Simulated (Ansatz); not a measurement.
C2H6O2, SMILES `OCCO` from Hartree–Fock to CCSD(T)

```xyz
10

O    -0.148    0.107   -1.828
C     0.170   -0.462   -0.578
C    -0.170    0.462    0.578
O     0.148   -0.107    1.828
H    -1.103    0.181   -1.895
H    -0.325   -1.431   -0.428
H     1.249   -0.648   -0.597
H     0.325    1.431    0.428
H    -1.249    0.648    0.597
H     1.103   -0.181    1.895
```

Charge 0, multiplicity 1. The structure was optimised at the PBE0-D4/def2-TZVP level. It is one conformer, not always the lowest. Frozen core, restricted reference, Ansatz. CBS rows extrapolate triple and quadruple zeta.

| basis | HF (Eh) | MP2 corr. | CCSD corr. | (T) | CCSD(T) total |
| --- | --- | --- | --- | --- | --- |
| def2-TZVPP | -229.03448 | -0.83036 | -0.85785 | -0.03084 | -229.92317 |
| def2-QZVPP | -229.04557 | -0.89229 | -0.91060 | -0.03499 | -229.99116 |
| CBS(def2) | -229.04710 | -0.93817 | -0.94967 | -0.03806 | -230.03483 |
